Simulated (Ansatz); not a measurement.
**TiS2 (CdI2 type): zero-pressure volume and bulk modulus with r²SCAN + rVV10**

One table from this session's results is given with a row withheld; the runs are named, their logs left out.

Method: DFT r²SCAN + rVV10, scalar-relativistic, plane waves, PAW, in Ansatz 0.2.0.

2 further runs of the same task are left out: 2 set aside as unsound or not needed. Runs told in other sessions of the task aren't counted.

## The structure to begin with

It takes space group P-3m1 (No. 164, trigonal). The conventional cell has a = 3.385 Å, b = 3.385 Å, c = 5.786 Å, α = 90.00°, β = 90.00°, γ = 120.00°. Ti (site symmetry -3m) has 6 S at 2.42 Å in its first shell of neighbours. S (site symmetry 3m) is surrounded by 3 Ti at 2.42 Å.

Structure file:

```xyz
3
Lattice="3.3851 0.0000 0.0000 -1.6925 2.9316 0.0000 0.0000 0.0000 5.7859" Properties=species:S:1:pos:R:3 pbc="T T T"
Ti    0.0000    0.0000    0.0000
S     0.0000    1.9544    1.4262
S     1.6925    0.9772    4.3597
```

At PBE, an earlier run found 1.69 GPa for this cell of 19.139 Å³/atom (8×8×4 mesh), a metal on this mesh.

Set-up of the first run:

input.yaml reads:

```yaml
crystal:
  lattice:
    - [3.3850868906, 0.0, 0.0]
    - [-1.6925434453, 2.9315712413, 0.0]
    - [0.0, 0.0, 5.7859209095]
  atoms:
    - { symbol: Ti, position: [0.0, 0.0, 0.0] }
    - { symbol: S, position: [0.3333333333, 0.6666666667, 0.2465009822] }
    - { symbol: S, position: [0.6666666667, 0.3333333333, 0.7534990178] }
basis:
  ecutwfc: 500
  ecutrho_ratio: 4
kpoints:
  mp_grid: { grid: [8, 8, 4] }
hamiltonian:
  xc: r2scan
  dispersion: rvv10
scf:
  occupations: { method: gaussian, width: 0.05 }
output:
  forces: true
  stress: true
  eigenvalues: true
relax:
  f_tol: 0.02
  max_steps: 40
  cell: { stress_tol: 0.2, fix: [volume] }
```

Run with:

```
ansatz run input.yaml --threads 4 --pin off --max-ram 8192MiB --backend cpu --events-out ev --progress --plain --runs-dir out
```

Steps of the session up to this table: At the given cell; Stepping to 19.216 Å³/atom; Stepping to 19.277 Å³/atom; Volume × 0.98 of the new zero; Volume × 1.02 of the new zero; Volume × 0.96 of the new zero; Volume × 1.04 of the new zero.

One table of the session follows, with a row left open; its other results are not shown here.

It belongs to the step «Energy and pressure against volume». 

```
volume (Å³/atom)  energy (meV/atom)  pressure (GPa)
          18.506               3.91            1.63
          18.892                  ?               ?
          19.277               0.00            0.03
          19.663               0.65           -0.56
          20.048               2.55           -1.01
```

Q: Estimate the row for volume (Å³/atom) = 18.892 from the others.

Worked estimate for «energy (meV/atom)». A straight line through the neighbours (18.506, 3.91) and (19.277, 0.00) gives 3.91 + (0.00 − 3.91) × (18.892 − 18.506) / (19.277 − 18.506) = 1.95; a parabola fitted to 3 rows on both sides gives 1.08.

As computed: energy (meV/atom): 0.96; pressure (GPa): 0.77. In «energy (meV/atom)» the line misses by +0.99 and the parabola by +0.12.
